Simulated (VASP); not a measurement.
# NaI (I4mm) in VASP: further runs

The runs below take NaI through single point, with r2SCAN.

Program: VASP 6.6.1. These are calculated values, not measurements. Logs are shortened: lines on timing, memory, paths and dates and some standing lists are left out, and cuts for length are marked.

### 1 The cell of the first run

The structure is tetragonal, space group I4mm (No. 107). The conventional cell has a = 4.577 Å, b = 4.577 Å, c = 6.473 Å, α = 90.00°, β = 90.00°, γ = 90.00°. Around Na (site symmetry 4mm) lie 6 I at 3.09 to 3.39 Å. Around I (site symmetry 4mm) lie 6 Na at 3.09 to 3.39 Å.

### 2 Single point, r2SCAN (all I atoms moved +0.150 Å, as atom 2 along Cartesian [0 0 1])

POSCAR

```
NaI
1.0
    0.0000000000      3.2364000000      3.2364000000
    3.2364000000      0.0000000000      3.2364000000
    3.2364000000      3.2364000000      0.0000000000
Na I
1 1
Direct
    0.0000000000      0.0000000000      0.0000000000
    0.5231738969      0.5231738969      0.4768261031
```

INCAR.step1

```
ALGO = Normal
EDIFF = 1E-4
ENCUT = 520
GGA = PE
ISMEAR = 0
LASPH = True
LCHARG = False
LREAL = False
LWAVE = True
NBANDS = 14
NELM = 100
PREC = Accurate
SIGMA = 0.05
```

INCAR.step2

```
ALGO = Normal
EDIFF = 1E-6
ENCUT = 520
ISIF = 2
ISMEAR = 0
ISTART = 1
LASPH = True
LCHARG = False
LMIXTAU = True
LREAL = False
LWAVE = False
METAGGA = R2SCAN
NBANDS = 14
NELM = 100
PREC = Accurate
SIGMA = 0.05
```

KPOINTS

```
k-points
0
Gamma
  6 6 6
```

Potentials or basis: VASP PAW PBE potentials, release 64 (Na_pv, I).

Command:

```sh
$ cat potpaw_PBE.64/Na_pv/POTCAR potpaw_PBE.64/I/POTCAR > POTCAR
$ cp INCAR.step1 INCAR
$ mpirun -np 1 vasp_std > vasp.out
$ cp INCAR.step2 INCAR
$ mpirun -np 1 vasp_std > vasp.out
```

OUTCAR:

```text
EDIFF = 1E-6
   ENCUT = 520
   ISIF = 2
   ISMEAR = 0
   ISTART = 1
   LASPH = True
   LREAL = False
   METAGGA = R2SCAN
   NELM = 100
   PREC = Accurate

 ion  position               nearest neighbor table
   1  0.000  0.000  0.000-   2 3.09
   2  0.523  0.523  0.477-   1 3.09

  LATTYP: Found a face centered cubic cell.
 ALAT       =     6.4728000000

  Lattice vectors:

 A1 = (   0.0000000000,   3.2364000000,   3.2364000000)
 A2 = (   3.2364000000,   0.0000000000,   3.2364000000)
 A3 = (   3.2364000000,   3.2364000000,   0.0000000000)

Analysis of symmetry for initial positions (statically):
=====================================================================
 Subroutine PRICEL returns:
 Original cell was already a primitive cell.

 Routine SETGRP: Setting up the symmetry group for a
 face centered cubic supercell.

 Subroutine GETGRP returns: Found  8 space group operations
 (whereof  8 operations were pure point group operations)
 out of a pool of 48 trial point group operations.

The static configuration has the point symmetry C_4v.

Analysis of symmetry for dynamics (positions and initial velocities):
=====================================================================
 Subroutine PRICEL returns:
 Original cell was already a primitive cell.

 Routine SETGRP: Setting up the symmetry group for a
 face centered cubic supercell.

 Subroutine GETGRP returns: Found  8 space group operations
 (whereof  8 operations were pure point group operations)
 out of a pool of 48 trial point group operations.

The dynamic configuration has the point symmetry C_4v.

 Subroutine INISYM returns: Found  8 space group operations
 (whereof  8 operations are pure point group operations),
 and found     1 'primitive' translations

----------------------------------------------------------------------------------------

                                     Primitive cell

  volume of cell :      67.7980

  direct lattice vectors                    reciprocal lattice vectors
     0.000000000  3.236400000  3.236400000    -0.154492646  0.154492646  0.154492646
     3.236400000  0.000000000  3.236400000     0.154492646 -0.154492646  0.154492646
     3.236400000  3.236400000  0.000000000     0.154492646  0.154492646 -0.154492646

  length of vectors
     4.576960773  4.576960773  4.576960773     0.267589113  0.267589113  0.267589113

  position of ions in fractional coordinates (direct lattice)
     0.000000000  0.000000000  0.000000000
     0.523173897  0.523173897  0.476826103

  ion indices of the primitive-cell ions
   primitive index   ion index
                 1           1
                 2           2

----------------------------------------------------------------------------------------

 KPOINTS: k-points

Automatic generation of k-mesh.
 Grid dimensions read from file:
 generate k-points for:    6    6    6

 Generating k-lattice:

  Cartesian coordinates                     Fractional coordinates (reciprocal lattice)
    -0.025748774  0.025748774  0.025748774     0.166666667  0.000000000  0.000000000
     0.025748774 -0.025748774  0.025748774     0.000000000  0.166666667  0.000000000
     0.025748774  0.025748774 -0.025748774     0.000000000  0.000000000  0.166666667

  Length of vectors
     0.044598185  0.044598185  0.044598185

  Shift w.r.t. Gamma in fractional coordinates (k-lattice)
     0.000000000  0.000000000  0.000000000

 Subroutine IBZKPT returns following result:
 ===========================================

 Found     30 irreducible k-points:

 Following reciprocal coordinates:
            Coordinates               Weight
  0.000000  0.000000  0.000000      1.000000
  0.166667  0.000000  0.000000      8.000000
  0.333333  0.000000  0.000000      8.000000
  0.500000  0.000000  0.000000      4.000000
  0.166667  0.166667  0.000000      2.000000
  0.000000  0.166667  0.166667      4.000000
[... 16 lines left out ...]
  0.500000  0.333333  0.166667      8.000000
  0.166667  0.500000  0.333333      8.000000
 [... further k-points ...]
   k-points           NKPTS =     30   k-points in BZ     NKDIM =     30   number of bands    NBANDS=     14
   number of dos      NEDOS =    301   number of ions     NIONS =      2
   total plane-waves  NPLWV =  46656
   dimension x,y,z NGX =    36 NGY =   36 NGZ =   36
   dimension x,y,z NGXF=    72 NGYF=   72 NGZF=   72
   ions per type =               1   1
   NGX,Y,Z   is equivalent  to a cutoff of  13.08, 13.08, 13.08 a.u.
   NGXF,Y,Z  is equivalent  to a cutoff of  26.15, 26.15, 26.15 a.u.
 SYSTEM =  unknown system
   PREC   = accura    normal or accurate (medium, high low for compatibility)
   ISTART =      1    job   : 0-new  1-cont  2-samecut
   ICHARG =      0    charge: 1-file 2-atom 10-const
   ISPIN  =      1    spin polarized calculation?
   LNONCOLLINEAR =      F non collinear calculations
   LSORBIT =      F    spin-orbit coupling
   LASPH  =      T    aspherical Exc in radial PAW
[... 28 lines left out ...]
   LHFCALC =     F    Hartree Fock is set to
   AEXX    =    0.0000 exact exchange contribution
   IVDW    =     0    specifies the selected vdW correction
   LEPSILON=     F    determine dielectric tensor
   LRPA    =     F    only Hartree local field effects (RPA)
 non-spin polarized calculation
 Gauss-broadening in eV      SIGMA  =   0.05
  energy-cutoff  :      520.00
  volume of cell :       67.80
 maximum number of plane-waves:      1853
 NGX is ok and might be reduce to    36
   NGX = 17   NGY = 17   NGZ = 17

 number of electron      13.9999992 magnetization

 Free energy of the ion-electron system (eV)
  ---------------------------------------------------
  ext. energy  EPLUGINS =         0.00000000
  ---------------------------------------------------
  free energy    TOTEN  =       -31.07451144 eV

  energy without entropy =      -31.07451144  energy(sigma->0) =      -31.07451144

 E-fermi :   0.8035     XC(G=0):  -8.0656

 val. band max:        0.4782054916   @ k =   0.0000   0.0000   0.0000
 cond. band min:       4.9193388367   @ k =   0.0000   0.0000   0.0000
 fundamental gap:      4.4411333451
 Fermi energy:         0.8034706146

 k-point     1 :       0.0000    0.0000    0.0000
  band No.  band energies     occupation
      1     -22.7663      2.00000
      2     -22.7654      2.00000
      3     -22.7652      2.00000
      4     -10.8682      2.00000
      5       0.4700      2.00000
      6       0.4782      2.00000
      7       0.4782      2.00000
      8       4.9193      0.00000
      9       8.9544      0.00000
     10       8.9544      0.00000
     11       8.9635      0.00000
     12      10.8102      0.00000
     13      10.8361      0.00000
     14      11.5820      0.00000

 k-point     2 :       0.1667    0.0000    0.0000
  band No.  band energies     occupation
      1     -22.7671      2.00000
      2     -22.7657      2.00000
      3     -22.7654      2.00000
      4     -10.7899      2.00000
      5      -0.2320      2.00000
      6       0.3943      2.00000
      7       0.3994      2.00000
      8       5.6989      0.00000
      9       8.4932      0.00000
     10       9.1722      0.00000
     11       9.1799      0.00000
     12      10.3571      0.00000
     13      10.3829      0.00000
     14      12.1891      0.00000

 k-point     3 :       0.3333    0.0000    0.0000
  band No.  band energies     occupation
      1     -22.7695      2.00000
      2     -22.7660      2.00000
      3     -22.7656      2.00000
      4     -10.6237      2.00000
      5      -1.2736      2.00000
      6       0.2471      2.00000
      7       0.2519      2.00000
      8       6.2324      0.00000
      9       8.8013      0.00000
     10       8.8036      0.00000
     11       9.2796      0.00000
     12      11.4085      0.00000
     13      11.4195      0.00000
     14      11.5196      0.00000
[... 324 lines left out ...]
 k-point    23 :       0.5000    0.3333    0.1667
  band No.  band energies     occupation
      1     -22.7696      2.00000
      2     -22.7670      2.00000
      3     -22.7662      2.00000
      4     -10.5225      2.00000
      5      -1.2056      2.00000
      6      -0.4483      2.00000
      7      -0.0405      2.00000
      8       7.1509      0.00000
      9       7.7450      0.00000
     10       8.1460      0.00000
     11      10.2426      0.00000
     12      11.3058      0.00000
     13      13.4777      0.00000
     14      14.1539      0.00000

 k-point    24 :       0.1667    0.5000    0.3333
  band No.  band energies     occupation
      1     -22.7692      2.00000
      2     -22.7669      2.00000
      3     -22.7666      2.00000
      4     -10.5225      2.00000
      5      -1.2038      2.00000
      6      -0.4486      2.00000
      7      -0.0437      2.00000
      8       7.1476      0.00000
      9       7.7424      0.00000
     10       8.1481      0.00000
     11      10.2559      0.00000
     12      11.3083      0.00000
     13      13.4700      0.00000
     14      14.1609      0.00000

 [... further k-points ...]

------------------------ aborting loop because EDIFF is reached ----------------------------------------

  FORCE on cell =-STRESS in cart. coord.  units (eV):
  Direction    XX          YY          ZZ          XY          YZ          ZX
  --------------------------------------------------------------------------------------
  -------------------------------------------------------------------------------------
  Total       -0.0869203     -0.0869203      0.1015732      0.0000000      0.0000000      0.0000000
  in kB       -2.0540707     -2.0540707      2.4003413      0.0000000      0.0000000      0.0000000
  external PRESSURE =      -0.5692667 kB  Pullay stress =       0.0000000 kB

 VOLUME and BASIS-vectors are now :
 -----------------------------------------------------------------------------
  energy-cutoff  :      520.00
  volume of cell :       67.80
      direct lattice vectors                 reciprocal lattice vectors
     0.000000000  3.236400000  3.236400000    -0.154492646  0.154492646  0.154492646
     3.236400000  0.000000000  3.236400000     0.154492646 -0.154492646  0.154492646
     3.236400000  3.236400000  0.000000000     0.154492646  0.154492646 -0.154492646

 POSITION                                       TOTAL-FORCE (eV/Angst)
 -----------------------------------------------------------------------------------
      0.00000      0.00000      0.00000         0.000000      0.000000      0.152415
      3.23640      3.23640      3.38640         0.000000      0.000000     -0.152415
 -----------------------------------------------------------------------------------
    total drift:                                0.000005      0.000005     -0.001262

  FREE ENERGIE OF THE ION-ELECTRON SYSTEM (eV)
  ---------------------------------------------------
  free  energy   TOTEN  =       -31.0745114447 eV

  energy  without entropy=      -31.0745114447  energy(sigma->0) =      -31.07451144
```

It took 60 s on 1 thread of Intel Xeon Platinum 8488C (Sapphire Rapids), shared host; peak memory 0.22 GiB.

Results:

| Quantity | Value |
| --- | --- |
| Free energy | -31.0745 eV |
| Pressure | -0.1 GPa |
| Largest force | 0.152 eV/Å |
| Band gap on the k mesh | 4.44 eV, direct |

Forces on the atoms (eV/Å):
```
Na   0.000  0.000  0.152
I    0.000  0.000 -0.152
```

Caveat: the PAW data sets were made with another functional, which shifts forces and pressure a little; spin-orbit coupling is left out, which moves the levels of the heavy elements.

### 3 Single point, r2SCAN (all I atoms moved -0.200 Å, as atom 2 along Cartesian [0 0 1])

Changes to POSCAR since step 2:

```diff
@@ -9,2 +9,2 @@
     0.0000000000      0.0000000000      0.0000000000
-    0.5231738969      0.5231738969      0.4768261031
+    0.4691014708      0.4691014708      0.5308985292
```

INCAR.step1

```
SYSTEM = NaI
PREC = Accurate
ENCUT = 520
ISMEAR = 0
SIGMA = 0.05
LREAL = .False.
LASPH = .True.
NELM = 100
NBANDS = 14
GGA = PE
ALGO = Normal
EDIFF = 1E-4
LWAVE = .True.
LCHARG = .False.
```

INCAR.step2

```
SYSTEM = NaI
PREC = Accurate
ENCUT = 520
EDIFF = 1E-6
ISMEAR = 0
SIGMA = 0.05
LREAL = .False.
LASPH = .True.
NELM = 100
ALGO = Normal
ISIF = 2
LWAVE = .False.
LCHARG = .False.
METAGGA = R2SCAN
LMIXTAU = .True.
NBANDS = 14
ISTART = 1
```

KPOINTS

```
regular mesh
0
Gamma
  6 6 6
  0 0 0
```

Potentials or basis: VASP PAW PBE potentials, release 64 (Na_pv, I).

Command:

```sh
$ cat potpaw_PBE.64/Na_pv/POTCAR potpaw_PBE.64/I/POTCAR > POTCAR
$ cp INCAR.step1 INCAR
$ mpirun -np 1 vasp_std > vasp.out
$ cp INCAR.step2 INCAR
$ mpirun -np 1 vasp_std > vasp.out
```

Wall time 60 s (1 thread of Intel Xeon Platinum 8488C (Sapphire Rapids), shared host); peak memory 0.22 GiB.

It converged, with:

```yaml
Free_energy: -31.0654 eV
Pressure: 0.0 GPa
Largest_force: 0.216 eV/Å
Band_gap_on_the_k_mesh: 4.44 eV, direct
```

Forces on the atoms (eV/Å):
```
Na   0.000  0.000 -0.216
I    0.000  0.000  0.216
```

Stress tensor (GPa, compression positive):
```
-0.23  0.00  0.00
 0.00 -0.23  0.00
 0.00  0.00  0.57
```

Levels at points of the mesh, in eV from the valence-band top:
| k point | band 3 | band 4 | band 5 | band 6 | band 7 | band 8 | band 9 | band 10 | band 11 | band 12 |
| --- | --- | --- | --- | --- | --- | --- | --- | --- | --- | --- |
| (0.00, 0.00, 0.00) | -23.24 | -11.35 | -0.01 | 0.00 | 0.00 | 4.44 | 8.48 | 8.48 | 8.49 | 10.34 |
| (0.50, 0.00, 0.00) | -23.24 | -11.01 | -2.18 | -0.30 | -0.29 | 5.70 | 8.07 | 8.09 | 9.76 | 11.06 |
| (0.50, 0.50, 0.00) | -23.24 | -10.93 | -1.94 | -0.76 | -0.76 | 5.24 | 6.03 | 10.71 | 12.20 | 12.30 |
| (0.00, 0.50, 0.50) | -23.24 | -10.93 | -1.93 | -0.77 | -0.76 | 5.23 | 6.02 | 10.73 | 12.12 | 12.30 |

Caveat: the PAW data sets were made with another functional, which shifts forces and pressure a little; spin-orbit coupling is left out, which moves the levels of the heavy elements.

### 4 Single point, r2SCAN (all I atoms moved +0.050 Å, as atom 2 along Cartesian [0 0 1])

Changes to POSCAR since step 3:

```diff
@@ -9,2 +9,2 @@
     0.0000000000      0.0000000000      0.0000000000
-    0.4691014708      0.4691014708      0.5308985292
+    0.5077246323      0.5077246323      0.4922753677
```

INCAR.step1

```
ALGO     = Normal         # electronic algorithm
EDIFF    = 1E-4           # SCF threshold, eV
ENCUT    = 520            # plane-wave cutoff, eV
GGA      = PE             # functional
ISMEAR   = 0              # smearing method
LASPH    = T              # aspherical terms in the spheres
LCHARG   = F              # write CHGCAR
LREAL    = F              # projectors in reciprocal space
LWAVE    = T              # write WAVECAR
NBANDS   = 14             # bands
NELM     = 100            # most SCF steps
PREC     = Accurate       # precision mode
SIGMA    = 0.05           # smearing width, eV
```

INCAR.step2

```
ALGO     = Normal         # electronic algorithm
EDIFF    = 1E-6           # SCF threshold, eV
ENCUT    = 520            # plane-wave cutoff, eV
ISIF     = 2              # what is computed and relaxed
ISMEAR   = 0              # smearing method
ISTART   = 1            
LASPH    = T              # aspherical terms in the spheres
LCHARG   = F              # write CHGCAR
LMIXTAU  = T            
LREAL    = F              # projectors in reciprocal space
LWAVE    = F              # write WAVECAR
METAGGA  = R2SCAN         # meta-GGA
NBANDS   = 14             # bands
NELM     = 100            # most SCF steps
PREC     = Accurate       # precision mode
SIGMA    = 0.05           # smearing width, eV
```

KPOINTS

```
k-points
0
Gamma
  6 6 6
```

Command:

```sh
$ cat potpaw_PBE.64/Na_pv/POTCAR potpaw_PBE.64/I/POTCAR > POTCAR
$ cp INCAR.step1 INCAR
$ mpirun -np 1 vasp_std > vasp.out
$ cp INCAR.step2 INCAR
$ mpirun -np 1 vasp_std > vasp.out
```

Run time: 61 s. Hardware: 1 thread of Intel Xeon Platinum 8488C (Sapphire Rapids), shared host; peak memory 0.22 GiB.

It converged, with:

| Quantity | Value |
| --- | --- |
| Free energy | -31.0842 eV |
| Pressure | -0.2 GPa |
| Largest force | 0.047 eV/Å |
| Band gap on the k mesh | 4.44 eV, direct |

Forces in eV/Å, atoms in the order of the input:
```
Na   0.000  0.000  0.047
I    0.000  0.000 -0.047
```

Levels at points of the mesh, in eV from the valence-band top:
| k point | band 5 | band 6 | band 7 | band 8 | band 9 | band 10 |
| --- | --- | --- | --- | --- | --- | --- |
| (0.00, 0.00, 0.00) | 0.00 | 0.00 | 0.00 | 4.44 | 8.47 | 8.47 |
| (0.50, 0.00, 0.00) | -2.18 | -0.30 | -0.30 | 5.69 | 8.07 | 8.07 |
| (0.50, 0.50, 0.00) | -1.93 | -0.76 | -0.76 | 5.23 | 6.02 | 10.73 |
| (0.00, 0.50, 0.50) | -1.93 | -0.76 | -0.76 | 5.23 | 6.02 | 10.73 |

Caveat: the PAW data sets were made with another functional, which shifts forces and pressure a little; spin-orbit coupling is left out, which moves the levels of the heavy elements.

### 5 Single point, r2SCAN (all I atoms moved -0.100 Å, as atom 2 along Cartesian [0 0 1])

Changes to POSCAR since step 4:

```diff
@@ -9,2 +9,2 @@
     0.0000000000      0.0000000000      0.0000000000
-    0.5077246323      0.5077246323      0.4922753677
+    0.4845507354      0.4845507354      0.5154492646
```

INCAR.step1

```
PREC = Accurate
ENCUT = 520
ISMEAR = 0
SIGMA = 0.05
LREAL = F
LASPH = T
NELM = 100
NBANDS = 14
GGA = PE
ALGO = Normal
EDIFF = 1E-4
LWAVE = T
LCHARG = F
```

INCAR.step2

```
PREC = Accurate
ENCUT = 520
EDIFF = 1E-6
ISMEAR = 0
SIGMA = 0.05
LREAL = F
LASPH = T
NELM = 100
ALGO = Normal
ISIF = 2
LWAVE = F
LCHARG = T
METAGGA = R2SCAN
LMIXTAU = T
LELF = T
LVHAR = T
NBANDS = 14
ISTART = 1
```

KPOINTS

```
regular mesh
0
Gamma
  6 6 6
```

Command:

```sh
$ cat potpaw_PBE.64/Na_pv/POTCAR potpaw_PBE.64/I/POTCAR > POTCAR
$ cp INCAR.step1 INCAR
$ mpirun -np 1 vasp_std > vasp.out
$ cp INCAR.step2 INCAR
$ mpirun -np 1 vasp_std > vasp.out
```

Wall time 62 s (1 thread of Intel Xeon Platinum 8488C (Sapphire Rapids), shared host); peak memory 0.22 GiB.

It converged, with:

* Free energy: -31.0807 eV
* Pressure: -0.1 GPa
* Largest force: 0.097 eV/Å
* Band gap on the k mesh: 4.44 eV, direct

Forces in eV/Å, atoms in the order of the input:
```
Na   0.000  0.000 -0.097
I    0.000  0.000  0.097
```

Stress tensor (GPa, compression positive):
```
-0.19  0.00  0.00
 0.00 -0.19  0.00
 0.00  0.00  0.01
```

Levels at points of the mesh, in eV from the valence-band top:
```
           k point  band 5  band 6  band 7  band 8  band 9  band 10
(0.00, 0.00, 0.00)    0.00    0.00    0.00    4.44    8.48     8.48
(0.50, 0.00, 0.00)   -2.18   -0.30   -0.30    5.69    8.07     8.07
(0.50, 0.50, 0.00)   -1.94   -0.76   -0.76    5.23    6.02    10.72
(0.00, 0.50, 0.50)   -1.93   -0.76   -0.76    5.23    6.02    10.73
```

Caveat: the PAW data sets were made with another functional, which shifts forces and pressure a little; spin-orbit coupling is left out, which moves the levels of the heavy elements.

### 6 The runs side by side

| cell | gap on the mesh (eV) | pressure (GPa) | largest force (eV/Å) |
| --- | --- | --- | --- |
| all I atoms moved +0.150 Å, as atom 2 along Cartesian [0 0 1] | 4.44 | -0.1 | 0.15 |
| all I atoms moved -0.200 Å, as atom 2 along Cartesian [0 0 1] | 4.44 | 0.0 | 0.22 |
| all I atoms moved +0.050 Å, as atom 2 along Cartesian [0 0 1] | 4.44 | -0.2 | 0.05 |
| all I atoms moved -0.100 Å, as atom 2 along Cartesian [0 0 1] | 4.44 | -0.1 | 0.10 |

Alike in all rows: task single point; level r2SCAN; potentials or basis VASP PAW PBE potentials, release 64 (Na_pv, I); no spin polarisation; k mesh 6 × 6 × 6; cutoff (eV) 520; smearing gaussian 0.05 eV.

Caveats: the PAW data sets were made with another functional, which shifts forces and pressure a little; spin-orbit coupling is left out, which moves the levels of the heavy elements.

Total energies depend on the potentials used, so only differences within one code and one set of settings carry meaning.
